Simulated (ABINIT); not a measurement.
# Ge (Fd-3m) in ABINIT: further runs

One crystal, Ge, is run at these levels: HCTH407, OLYP; tasks: band structure.

Everything below comes from runs of ABINIT 10.8.3 (patched build). Logs are shortened: lines on timing, memory, paths and dates and some standing lists are left out, and cuts for length are marked. The log counts tension as positive stress, the text compression.

**The experiment to reproduce.**

“Temperature-dependent photoluminescence in Ge: experiment and theory”, 2020, arxiv:2003.00143 reports, for a bulk crystal of Ge at 0 K: band gap 0.744 eV (indirect).

The results are compared with them further down.

## (1) Starting point

The structure is cubic, space group Fd-3m (No. 227). Conventional cell: a = 5.658 Å, b = 5.658 Å, c = 5.658 Å, α = 90.00°, β = 90.00°, γ = 90.00°. Ge (site symmetry -43m) is surrounded by 4 Ge at 2.45 Å.

## (2) Band structure, HCTH407

Input file run.abi:

```
# Datasets: ground state, then fixed potential
ndtset 2

# Pseudopotentials
pp_dirpath "./"
pseudos "Ge.upf"

# Structure
acell 3*1.0
rprim
     0.0000000000     5.3458651312     5.3458651312
     5.3458651312     0.0000000000     5.3458651312
     5.3458651312     5.3458651312     0.0000000000
ntypat 1
znucl 32
natom 2
typat 1 1
xred
     0.7500000000     0.7500000000     0.7500000000
     0.5000000000     0.5000000000     0.5000000000

# Plane-wave basis
ecut 1061.244064 eV

# Exchange and correlation
ixc 27

# Bands and occupations
occopt 3
tsmear 0.05 eV

# SCF cycle
nstep 100

# Output
iomode 3
prtwf 0
prteig 0
prtebands 0
enunit 1
prtden1 1

# Dataset 1
kptopt1 1
ngkpt1 8 8 8
nshiftk1 1
shiftk1 0.0 0.0 0.0
nband1 18
tolvrs1 1.0e-10

# Dataset 2: bands along G-X-W-K-G-L-U-W-L-K
iscf2 -2
getden2 1
nband2 22
nbdbuf2 2
tolwfr2 1.0e-12
kptopt2 -9
ndivsm2 5
prteig2 1
kptbounds2
     0.0000000000     0.0000000000     0.0000000000
     0.5000000000     0.0000000000     0.5000000000
     0.5000000000     0.2500000000     0.7500000000
     0.3750000000     0.3750000000     0.7500000000
     0.0000000000     0.0000000000     0.0000000000
     0.5000000000     0.5000000000     0.5000000000
     0.6250000000     0.2500000000     0.6250000000
     0.5000000000     0.2500000000     0.7500000000
     0.5000000000     0.5000000000     0.5000000000
     0.3750000000     0.3750000000     0.7500000000
```

Potentials or basis: PseudoDojo NC SR PBE v0.4.1 standard.

The run is started by

```console
$ abinit run.abi > log 2>&1
```

run.abo:

```text
.Version 10.8.3 of ABINIT
 DATASET    1 : space group Fd -3 m (#227); Bravais cF (face-center cubic)
================================================================================
 Values of the parameters that define the memory need for DATASET  1.
     intxc =       0    ionmov =       0      iscf =       7    lmnmax =       6
     lnmax =       6     mgfft =      45  mpssoang =       3    mqgrid =    3001
     natom =       2  nloc_mem =       1    nspden =       1   nspinor =       1
    nsppol =       1      nsym =      48    n1xccc =    2501    ntypat =       1
    occopt =       3   xclevel =       2
       mpw =        3584          nfft =       91125          nkpt =          29
================================================================================
================================================================================

 DATASET    2 : space group Fd -3 m (#227); Bravais cF (face-center cubic)
================================================================================
 Values of the parameters that define the memory need for DATASET  2.
     intxc =       0    ionmov =       0      iscf =      -2    lmnmax =       6
     lnmax =       6     mgfft =      45  mpssoang =       3    mqgrid =    3001
     natom =       2  nloc_mem =       1    nspden =       1   nspinor =       1
    nsppol =       1      nsym =      48    n1xccc =    2501    ntypat =       1
    occopt =       3   xclevel =       2
       mpw =        3590          nfft =       91125          nkpt =          87
================================================================================
================================================================================

--------------------------------------------------------------------------------
------------- Echo of variables that govern the present computation ------------
--------------------------------------------------------------------------------
 -outvars: echo values of preprocessed input variables --------
            acell      1.0000000000E+00  1.0000000000E+00  1.0000000000E+00 Bohr
              amu      7.26100000E+01
             ecut      3.90000000E+01 Hartree
           enunit           1
           getden1          0
           getden2          1
             iscf1          7
             iscf2         -2
                       outvar_i_n : Printing only first  50 k-points.
              ixc          27
           jdtset        1    2
                       outvar_i_n : Printing only first  50 k-points.
           kptopt1          1
           kptopt2         -9
         kptrlatt        8    0    0      0    8    0      0    0    8
          kptrlen1     6.04815598E+01
          kptrlen2     3.00000000E+01
            natom           2
            nband1         18
            nband2         22
           nbdbuf1          0
           nbdbuf2          2
           ndtset           2
           ndivsm1          0
           ndivsm2          5
            ngfft          45      45      45
             nkpt1         29
             nkpt2         87
            nstep         100
             nsym          48
           ntypat           1
           occopt           3
        prtebands           0
           prteig1          0
           prteig2          1
            prtwf           0
            rprim      0.0000000000E+00  5.3458651312E+00  5.3458651312E+00
                       5.3458651312E+00  0.0000000000E+00  5.3458651312E+00
                       5.3458651312E+00  5.3458651312E+00  0.0000000000E+00
           shiftk1     0.00000000E+00  0.00000000E+00  0.00000000E+00
           shiftk2     5.00000000E-01  5.00000000E-01  5.00000000E-01
          spgroup         227
           tolvrs1     1.00000000E-10
           tolvrs2     0.00000000E+00
           tolwfr1     0.00000000E+00
           tolwfr2     1.00000000E-12
           tsmear      1.83746611E-03 Hartree
            typat      1  1
                       outvars : Printing only first  50 k-points.
           xangst      4.2433649971E+00  4.2433649971E+00  4.2433649971E+00
                       2.8289099981E+00  2.8289099981E+00  2.8289099981E+00
            xcart      8.0187976968E+00  8.0187976968E+00  8.0187976968E+00
                       5.3458651312E+00  5.3458651312E+00  5.3458651312E+00
             xred      7.5000000000E-01  7.5000000000E-01  7.5000000000E-01
                       5.0000000000E-01  5.0000000000E-01  5.0000000000E-01
            znucl       32.00000
[... 201 lines left out ...]
  1.4804E-01  1.4804E-01  1.5681E-01  2.4512E-01  2.4512E-01  2.4512E-01
  4.1265E-01  4.9445E-01  4.9445E-01  5.6087E-01
 Non-SCF case, kpt    2 (  0.03571  0.00000  0.03571), residuals and eigenvalues=
  7.05E-13  6.37E-13  2.26E-13  5.27E-13  4.61E-13  8.26E-13  8.23E-13  7.66E-13
  8.59E-13  7.44E-13  2.15E-13  4.35E-13  1.77E-13  2.15E-13  3.56E-13  6.35E-13
  3.07E-13  2.93E-13  8.17E-13  4.01E-13  9.71E-13  1.74E-08
 -8.0036E-01 -8.0032E-01 -8.0032E-01 -7.9936E-01 -7.9929E-01 -7.9225E-01
 -7.9195E-01 -7.9195E-01 -7.9189E-01 -7.9164E-01 -3.1639E-01  1.2652E-01
[... 668 lines left out ...]
  6.57E-13  5.88E-13  3.65E-13  2.40E-13  1.75E-13  2.63E-13  4.90E-13  2.63E-13
  8.56E-13  5.60E-13  1.39E-13  5.70E-13  2.39E-09  1.46E-07
 -8.0207E-01 -8.0152E-01 -7.9859E-01 -7.9621E-01 -7.9612E-01 -7.9567E-01
 -7.9510E-01 -7.9347E-01 -7.9017E-01 -7.8967E-01 -1.9996E-01 -1.4679E-01
 -6.7615E-03  5.7378E-02  2.0489E-01  3.2692E-01  4.0200E-01  4.0767E-01
  4.5501E-01  5.0618E-01  6.5961E-01  6.8721E-01
 Non-SCF case, kpt   87 (  0.37500  0.37500  0.75000), residuals and eigenvalues=
  4.14E-13  5.42E-13  8.46E-13  4.80E-13  2.94E-13  7.60E-13  6.80E-13  8.17E-13
  3.31E-13  8.55E-13  3.26E-13  2.95E-13  3.96E-13  8.90E-13  5.49E-13  2.57E-13
  8.08E-13  4.70E-13  1.28E-13  2.61E-13  1.09E-07  1.10E-04
 -8.0205E-01 -8.0152E-01 -7.9857E-01 -7.9659E-01 -7.9592E-01 -7.9533E-01
 -7.9528E-01 -7.9350E-01 -7.9016E-01 -7.8968E-01 -1.9313E-01 -1.5383E-01
 -5.4665E-03  5.3420E-02  2.0144E-01  3.0638E-01  4.2116E-01  4.2263E-01
  4.5883E-01  5.1334E-01  6.6257E-01  7.0929E-01

--- !ResultsGS
iteration_state: {dtset: 2, }
comment   : Summary of ground state results
lattice_vectors:
- [  0.0000000,   5.3458651,   5.3458651, ]
- [  5.3458651,   0.0000000,   5.3458651, ]
- [  5.3458651,   5.3458651,   0.0000000, ]
lattice_lengths: [   7.56019,    7.56019,    7.56019, ]
lattice_angles: [ 60.000,  60.000,  60.000, ] # degrees, (23, 13, 12)
lattice_volume:   3.0555120E+02
convergence: {deltae:  0.000E+00, res2:  0.000E+00, residm:  9.994E-13, diffor:  0.000E+00, }
etotal    :  -1.80359734E+02
entropy   :   0.00000000E+00
fermie    :   1.53422327E-01
cartesian_stress_tensor: null
pressure_GPa: null
xred      :
- [  7.5000E-01,   7.5000E-01,   7.5000E-01, Ge]
- [  5.0000E-01,   5.0000E-01,   5.0000E-01, Ge]
cartesian_forces: null
force_length_stats: {min: null, max: null, mean: null, }
...

 Integrated electronic density in atomic spheres:
 ------------------------------------------------
 Atom  Sphere_radius  Integrated_density
    1        2.00000         11.56749040
    2        2.00000         11.57118531
================================================================================

 ----iterations are completed or convergence reached----

 Mean square residual over all n,k,spin=   52.558E-14; max=  99.936E-14
 reduced coordinates (array xred) for    2 atoms
       0.750000000000      0.750000000000      0.750000000000
       0.500000000000      0.500000000000      0.500000000000

 cartesian coordinates (angstrom) at end:
    1      4.24336499710928     4.24336499710928     4.24336499710928
    2      2.82890999807285     2.82890999807285     2.82890999807285
 length scales=  1.000000000000  1.000000000000  1.000000000000 bohr
              =  0.529177210544  0.529177210544  0.529177210544 angstroms
 Eigenvalues (   eV  ) for nkpt=  87  k points:
 kpt#   1, nband= 22, wtk=  1.00000, kpt=  0.0000  0.0000  0.0000 (reduced coord)
 -21.77732  -21.77732  -21.77732  -21.75239  -21.75239  -21.55084  -21.55084  -21.55084
 -21.54768  -21.54768   -8.63002    4.02828    4.02828    4.02828    4.26698    6.67003
   6.67003    6.67003   11.22880   13.45466   13.45466   15.26208
 kpt#   2, nband= 22, wtk=  1.00000, kpt=  0.0357  0.0000  0.0357 (reduced coord)
 -21.77882  -21.77779  -21.77779  -21.75172  -21.74966  -21.55824  -21.55015  -21.55015
 -21.54830  -21.54175   -8.60938    3.44274    3.93040    3.93040    4.84558    6.61339
   6.79494    6.79494   11.33285   13.15404   13.47651   15.30418
 kpt#   3, nband= 22, wtk=  1.00000, kpt=  0.0714  0.0000  0.0714 (reduced coord)
 -21.78194  -21.77918  -21.77918  -21.74971  -21.74287  -21.56834  -21.55014  -21.54814
 -21.54814  -21.53602   -8.54749    2.75342    3.68118    3.68118    5.50797    6.45892
   7.12501    7.12501   11.62916   12.54743   13.54207   15.43069
 kpt#   4, nband= 22, wtk=  1.00000, kpt=  0.1071  0.0000  0.1071 (reduced coord)
 -21.78494  -21.78137  -21.78137  -21.74639  -21.73376  -21.57968  -21.55318  -21.54492
 -21.54492  -21.53187   -8.44452    2.06501    3.35668    3.35668    6.12847    6.24135
   7.58340    7.58340   11.91698   12.08166   13.65139   15.64204
 kpt#   5, nband= 22, wtk=  1.00000, kpt=  0.1429  0.0000  0.1429 (reduced coord)
[... 317 lines left out ...]
 -21.50432  -21.49110   -5.90183   -3.60958    0.10694    1.85484    5.81276    9.19280
   9.99953   10.39900   12.77287   13.89839   16.32589   18.00968
 kpt#  85, nband= 22, wtk=  1.00000, kpt=  0.4028  0.4028  0.6944 (reduced coord)
 -21.82492  -21.80978  -21.73255  -21.67185  -21.66565  -21.65074  -21.62836  -21.58959
 -21.50275  -21.48896   -5.67544   -3.77853   -0.10350    1.69681    5.69190    9.39036
  10.30911   10.56625   12.54247   13.77399   17.22659   18.31292
 kpt#  86, nband= 22, wtk=  1.00000, kpt=  0.3889  0.3889  0.7222 (reduced coord)
 -21.82551  -21.81035  -21.73078  -21.66605  -21.66357  -21.65137  -21.63585  -21.59138
 -21.50173  -21.48802   -5.44108   -3.99433   -0.18399    1.56133    5.57523    8.89589
  10.93910   11.09327   12.38153   13.77388   17.94893   18.69990
 kpt#  87, nband= 22, wtk=  1.00000, kpt=  0.3750  0.3750  0.7500 (reduced coord)
 -21.82502  -21.81043  -21.73019  -21.67629  -21.65802  -21.64191  -21.64069  -21.59215
 -21.50132  -21.48824   -5.25523   -4.18601   -0.14875    1.45363    5.48140    8.33708
  11.46046   11.50026   12.48543   13.96863   18.02957   19.30064

== END DATASET(S) ==============================================================
================================================================================

 -outvars: echo values of variables after computation  --------
            acell      1.0000000000E+00  1.0000000000E+00  1.0000000000E+00 Bohr
           etotal1    -1.8035973447E+02
            fcart1    -2.8206497694E-27  4.0294996706E-28  2.0147498353E-27
                       2.8206497694E-27 -4.0294996706E-28 -2.0147498353E-27
            rprim      0.0000000000E+00  5.3458651312E+00  5.3458651312E+00
                       5.3458651312E+00  0.0000000000E+00  5.3458651312E+00
                       5.3458651312E+00  5.3458651312E+00  0.0000000000E+00
           strten1    -1.9814488289E-04 -1.9814488289E-04 -1.9814488289E-04
                       0.0000000000E+00  0.0000000000E+00  0.0000000000E+00
           xangst      4.2433649971E+00  4.2433649971E+00  4.2433649971E+00
                       2.8289099981E+00  2.8289099981E+00  2.8289099981E+00
             xred      7.5000000000E-01  7.5000000000E-01  7.5000000000E-01
                       5.0000000000E-01  5.0000000000E-01  5.0000000000E-01
 Calculation completed.
```

Run time: 3.9 min. Hardware: 1 thread of Intel Xeon Platinum 8488C (Sapphire Rapids), shared host; peak memory 0.17 GiB.

What came out:

* Free energy: -4907.8384 eV
* Pressure: 5.8 GPa
* Band gap on the k mesh: 0.24 eV, direct
* Band gap along the path: 0.24 eV, direct
* Valence electrons inside the program's atomic spheres: Ge 11.57 (radii [1.0584] Å)

Levels at the corners of the path, in eV from the valence-band top:
| point | band 11 | band 12 | band 13 | band 14 | band 15 | band 16 | band 17 | band 18 |
| --- | --- | --- | --- | --- | --- | --- | --- | --- |
| Γ | -12.66 | 0.00 | 0.00 | 0.00 | 0.24 | 2.64 | 2.64 | 2.64 |
| X | -8.81 | -8.81 | -3.01 | -3.01 | 1.07 | 1.07 | 9.63 | 9.63 |
| W | -8.72 | -8.72 | -3.76 | -3.76 | 4.48 | 4.48 | 5.00 | 5.00 |
| K | -9.28 | -8.21 | -4.18 | -2.57 | 1.45 | 4.31 | 7.43 | 7.47 |
| Γ | -12.66 | 0.00 | 0.00 | 0.00 | 0.24 | 2.64 | 2.64 | 2.64 |
| L | -10.60 | -7.47 | -1.38 | -1.38 | 0.43 | 3.87 | 3.87 | 7.76 |
| U | -9.28 | -8.21 | -4.18 | -2.57 | 1.45 | 4.31 | 7.43 | 7.47 |
| W | -8.72 | -8.72 | -3.76 | -3.76 | 4.48 | 4.48 | 5.00 | 5.00 |
| L | -10.60 | -7.47 | -1.38 | -1.38 | 0.43 | 3.87 | 3.87 | 7.76 |
| K | -9.28 | -8.21 | -4.18 | -2.57 | 1.45 | 4.31 | 7.43 | 7.47 |

Caveat: the potentials were made for another functional, which shifts forces and pressure.

## (3) Band structure, OLYP

Changes to run.abi since step 2:

```diff
@@ -8,7 +8,7 @@
 # Structure
-acell 3*1.0
+acell 4.0006828887 4.0006828887 4.0006828887 Angstrom
 rprim
-     0.0000000000     5.3458651312     5.3458651312
-     5.3458651312     0.0000000000     5.3458651312
-     5.3458651312     5.3458651312     0.0000000000
+     0.0000000000     0.7071067812     0.7071067812
+     0.7071067812     0.0000000000     0.7071067812
+     0.7071067812     0.7071067812     0.0000000000
 ntypat 1
@@ -25,3 +25,3 @@
 # Exchange and correlation
-ixc 27
+ixc -110131
```

Potentials or basis: PseudoDojo NC SR PBE v0.4.1 standard.

The run is started by

```console
$ abinit run.abi > log 2>&1
```

Wall time 3.5 min (1 thread of Intel Xeon Platinum 8488C (Sapphire Rapids), shared host); peak memory 0.18 GiB.

The run converged. Its results:

```yaml
Free_energy: -4881.7634 eV
Pressure: 5.5 GPa
Band_gap_on_the_k_mesh: 0.31 eV, direct
Band_gap_along_the_path: 0.31 eV, direct
Valence_electrons_inside_the_program's_atomic_spheres: Ge 11.55 (radii [1.0584] Å)
```

Levels at the corners of the path, in eV from the valence-band top:
| point | band 10 | band 11 | band 12 | band 13 | band 14 | band 15 | band 16 | band 17 | band 18 | band 19 |
| --- | --- | --- | --- | --- | --- | --- | --- | --- | --- | --- |
| Γ | -25.21 | -12.68 | 0.00 | 0.00 | 0.00 | 0.31 | 2.57 | 2.57 | 2.57 | 7.10 |
| X | -25.17 | -8.80 | -8.80 | -3.05 | -3.05 | 0.98 | 0.98 | 9.62 | 9.62 | 11.98 |
| W | -25.16 | -8.71 | -8.71 | -3.83 | -3.83 | 4.44 | 4.44 | 4.92 | 4.92 | 11.18 |
| K | -25.16 | -9.28 | -8.21 | -4.25 | -2.62 | 1.37 | 4.25 | 7.41 | 7.43 | 8.42 |
| Γ | -25.21 | -12.68 | 0.00 | 0.00 | 0.00 | 0.31 | 2.57 | 2.57 | 2.57 | 7.10 |
| L | -25.18 | -10.60 | -7.50 | -1.40 | -1.40 | 0.41 | 3.78 | 3.78 | 7.64 | 11.06 |
| U | -25.16 | -9.28 | -8.21 | -4.25 | -2.62 | 1.37 | 4.25 | 7.41 | 7.43 | 8.42 |
| W | -25.16 | -8.71 | -8.71 | -3.83 | -3.83 | 4.44 | 4.44 | 4.92 | 4.92 | 11.18 |
| L | -25.18 | -10.60 | -7.50 | -1.40 | -1.40 | 0.41 | 3.78 | 3.78 | 7.64 | 11.06 |
| K | -25.16 | -9.28 | -8.21 | -4.25 | -2.62 | 1.37 | 4.25 | 7.41 | 7.43 | 8.42 |

Caveat: the potentials were made for another functional, which shifts forces and pressure.

## (4) Comparison with measurements

Step 2. Against the measured gap of Ge, 0.744 eV (indirect; 0 K; “Temperature-dependent photoluminescence in Ge: experiment and theory”, 2020, arxiv:2003.00143), the calculated 0.24 eV is off by -0.51 eV. 3 values of this kind are on record (0.666 to 0.807 eV); this one was drawn at random among those near their median. Spin-orbit coupling on Ge is left out. The value is that of HCTH407, without temperature or zero-point motion.

Step 3. A measured gap of Ge is 0.744 eV (indirect; 0 K; “Temperature-dependent photoluminescence in Ge: experiment and theory”, 2020, arxiv:2003.00143); the calculated 0.31 eV misses it by -0.43 eV. 3 values of this kind are on record (0.666 to 0.807 eV); this one was drawn at random among those near their median. Spin-orbit coupling on Ge is left out. The value is that of OLYP, without temperature or zero-point motion.
